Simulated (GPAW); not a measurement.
## AlN in GPAW: convergence with broadening (eV)

Input of the first run (broadening (eV) 0.05); the others differ in this setting and in those tied to it:

run.py

```python
import json
import numpy as np
from ase.dft.bandgap import bandgap
from ase.io import read, write
from gpaw import GPAW, PW
from gpaw.response.g0w0 import G0W0

atoms = read('POSCAR')

calc = GPAW(mode=PW(600),
            xc='PBE',
            kpts={'size': (6, 6, 6), 'gamma': True},
            occupations={'name': 'fermi-dirac', 'width': 0.001},
            nbands=11,
            convergence={'density': 1e-06},
            maxiter=150,
            txt='gpaw.txt')
atoms.calc = calc
energy = atoms.get_potential_energy()
calc.write('gs.gpw')
write('result.traj', atoms)
print(f'Energy: {energy:.6f} eV')
print('Fermi level:', round(calc.get_fermi_level(), 4), 'eV')
print(f'Gap: {bandgap(calc)[0]:.4f} eV, direct: {bandgap(calc, direct=True)[0]:.4f} eV')

calc.diagonalize_full_hamiltonian(nbands=31)
calc.write('full.gpw', mode='all')

ibz = calc.get_ibz_k_points()
gap, vbm, cbm = bandgap(calc, output=None)
gap, direct, _ = bandgap(calc, direct=True, output=None)
gamma = int(np.abs(ibz).sum(1).argmin())
kpts = sorted({gamma, vbm[1], cbm[1], direct[1]})
gw = G0W0(calc='full.gpw',
          filename='gw',
          ecut=80,
          ecut_extrapolation=False,
          relbands=(-1, 1),
          kpts=kpts,
          integrate_gamma='WS',
          nbands=27,
          frequencies={'type': 'nonlinear', 'domega0': 0.05, 'omega2': 10},
          eta=0.05)
gw.calculate()
results = {mode: {key: np.asarray(r[key]).tolist() for key in ['f', 'eps', 'vxc', 'exx', 'sigma', 'Z', 'qp', 'sigma_eskn']}
           for mode, r in gw.all_results.items()}
json.dump({'kpts': ibz[kpts].tolist(), 'results': results}, open('gw.json', 'w'))
for mode, r in results.items():
    f, qp = np.array(r['f']), np.array(r['qp'])
    print(mode, 'quasiparticle energies (eV):')
    print(qp.round(3))
    print(mode, 'gap:', round(qp[f < 0.5].min() - qp[f > 0.5].max(), 4), 'eV')
```

POSCAR

```
AlN
1.0
    0.0000000000      2.0345180000      2.0345180000
    2.0345180000      0.0000000000      2.0345180000
    2.0345180000      2.0345180000      0.0000000000
Al N
1 1
Direct
    0.5000000000      0.5000000000      0.5000000000
    0.0000000000      0.0000000000      0.0000000000
```

Potentials or basis: GPAW PAW data sets (gpaw-data 1.2.1), pw.

Command:

```bash
$ OMP_NUM_THREADS=1 python run.py
```

Measurements of this composition are mostly on another form, of space group No. 186.

Hardware: 1 thread of Arm Neoverse V1, with other jobs on the host.

| broadening (eV) | quasiparticle gap at the points computed (eV) | SCF cycles | CPU time (s) | peak memory (GiB) |
| --- | --- | --- | --- | --- |
| 0.05 | 5.748 | 10 | 54 | 0.31 |
| 0.1 | 5.728 | 10 | 54 | 0.31 |
| 0.2 | 5.723 | 10 | 54 | 0.31 |
| 0.3 | 5.724 | 10 | 55 | 0.31 |
| 0.5 | 5.730 | 10 | 55 | 0.31 |

Against the tightest run, the quasiparticle gap at the points computed stays within 0.05 eV from 0.05 on. The tightest run that finished is the yardstick and may itself not be fully converged.

Caveat, for the tightest run too: the k mesh is coarse (spacing up to 0.45 Å⁻¹), so the values aren't converged; the quasiparticle gap is taken among the few k points that were corrected; the long-wavelength limit can be off by a per cent or two.
